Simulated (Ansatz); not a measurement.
# La: the change of pressure and energy above lowest point with volume per atom

Equation of state of a cubic crystal from periodic Kohn-Sham density functional theory without spin; pressure corrected for the finite basis. The results are calculated, by Ansatz 0.2.0 development build.

Cell of the first row (space group Im-3m, No. 229):
```
CELL_PARAMETERS angstrom
-2.07120 2.07120 2.07120
2.07120 -2.07120 2.07120
2.07120 2.07120 -2.07120
ATOMIC_POSITIONS crystal
La 0.00000 0.00000 0.00000
```

Settings of every row: formula La; structure type bcc; functional PBE; spin treatment none; k mesh 12x12x12; occupation method fermi-dirac; occupation width 0.061225619 eV; wave cutoff 420 eV; datasets soft-1 PAW; density cutoff ratio 4.

Limits: a cubic model structure, not a phase known at ambient conditions; modest k-mesh, values are not fully converged in k.

```csv
row,volume per atom (Å³),pressure (GPa),energy above lowest point (meV/atom)
1,35.543,1.866,13.44
2,36.299,1.238,6.13
3,37.055,0.643,1.7
4,37.812,0.082,0
5,38.568,?,?
6,39.324,-0.93,4.12
7,40.08,-1.383,9.59
```

Question: what pressure and energy above lowest point should row 5 give?

Worked fit of pressure. Take u = (V_r/V)^(2/3) − 1 with V_r = 37.433 Å³ an atom, which is twice the finite (Eulerian) strain; such expansions in the strain, on which the Birch-Murnaghan equation of state is built, carry the rest volume and the bulk modulus. The shown rows have u = 0.03514, 0.02072, 0.00679, -0.00669, -0.03232, -0.04453. Least squares give pressure = 0.3585 + 41.591 × u + 45.48 × u² − 232 × u³ GPa; a parabola predicts inner rows, each left out in turn, worse (root mean square 0.0044 against 0.0007 GPa). All shown rows lie on it to the printed digit. The pressure vanishes at u = -0.0087, or V = 37.93 Å³ an atom, and there the bulk modulus at fixed shape and fractions is B = −V dP/dV = (2/3)(1 + u) dP/du = 26.9 GPa. The withheld row has u = -0.01972, so the fit gives 0.3585 + 41.591 × (-0.01972) + 45.48 × (-0.01972)² − 232 × (-0.01972)³ = -0.442 GPa.

The calculation gave -0.443 GPa. The fit lies 0.001 GPa (0.031 % of the column's range) above it, one unit of the last digit.

Worked fit of energy above lowest point. Take u = (V_r/V)^(2/3) − 1 with V_r = 37.433 Å³ an atom, which is twice the finite (Eulerian) strain; such expansions in the strain, on which the Birch-Murnaghan equation of state is built, carry the rest volume and the bulk modulus. The shown rows have u = 0.03514, 0.02072, 0.00679, -0.00669, -0.03232, -0.04453. Least squares give energy above lowest point = 0.525 + 125.39 × u + 7111.9 × u² − 6224 × u³ meV/atom; a parabola predicts inner rows, each left out in turn, worse (root mean square 0.12 against 0.017 meV/atom). The rows lie off it by 0.00, 0.01, 0.00, -0.01, 0.01, 0.00. Its lowest point lies at u = -0.0087, or V = 37.93 Å³ an atom, and the curvature there gives the bulk modulus at fixed shape and fractions, B = (4/9)(1 + u)² E″(u)/V = 26.8 GPa. The withheld row has u = -0.01972, so the fit gives 0.525 + 125.39 × (-0.01972) + 7111.9 × (-0.01972)² − 6224 × (-0.01972)³ = 0.87 meV/atom.

The calculation gave 0.86 meV/atom. The fit lies 0.01 meV/atom (1.2 % of the value, 0.074 % of the column's range) above it, one unit of the last digit.
